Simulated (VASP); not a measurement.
Wanted: the native input for a VASP 6.6.1 run.

| Property | Result |
| --- | --- |
| Task | single point |
| Functional | PBE |
| Potentials or basis | VASP PAW PBE potentials, release 64 (Na_pv, Cl) |
| Cutoff | 520 eV |
| k mesh | 4 × 4 × 4 |
| Occupations | gaussian, width 0.1 eV |
| Spin | no spin polarisation |
| Dipole correction | no |
| Further INCAR settings | ALGO = Normal; EDIFF = 1e-06; NBANDS = 26 |

The structure of Na3Cl2 lies in POSCAR:

```
Na3Cl2
1.0
    1.7599510000    -10.1702560000      0.0000000000
    1.7599510000     10.1702560000      0.0000000000
    0.0000000000      0.0000000000      3.5276360000
Na Cl
3 2
Direct
    0.5000000000      0.5000000000      0.0000000000
    0.3310110000      0.6689890000      0.0000000000
    0.6689890000      0.3310110000      0.0000000000
    0.9134020000      0.0865980000      0.5000000000
    0.0865980000      0.9134020000      0.5000000000
```

The cell comes from a database or a generator and needn't be the stable form of this composition.

The input as run:

INCAR

```
SYSTEM = Na3Cl2
PREC = Accurate ; ENCUT = 520
EDIFF = 1E-6 ; ISMEAR = 0
SIGMA = 0.1 ; LREAL = .FALSE.
LASPH = .TRUE. ; NELM = 80
ALGO = Normal ; ISIF = 2
LWAVE = .FALSE. ; LCHARG = .FALSE.
GGA = PE ; NBANDS = 26
```

KPOINTS

```
regular mesh
0
G
  4 4 4
  0 0 0
```

Potentials or basis: VASP PAW PBE potentials, release 64 (Na_pv, Cl).

The run is started by

```sh
$ cat potpaw_PBE.64/Na_pv/POTCAR potpaw_PBE.64/Cl/POTCAR > POTCAR
$ mpirun -np 1 vasp_std > vasp.out
```

It gave:

| Property | Result |
| --- | --- |
| Pressure | 0.1 GPa |
| Largest force | 0.014 eV/Å |
| Band gap on the k mesh | none (metal or under the smearing width) |

Caveat: the k mesh is coarse (spacing up to 0.45 Å⁻¹), so the values aren't converged; an odd number of electrons without spin polarisation forces a metal; a magnetic or distorted state may lie lower.

Wall time 76 s on 1 thread of Intel(R) Xeon(R) 6975P-C (Granite Rapids), on a shared host, peak memory 0.4 GiB.
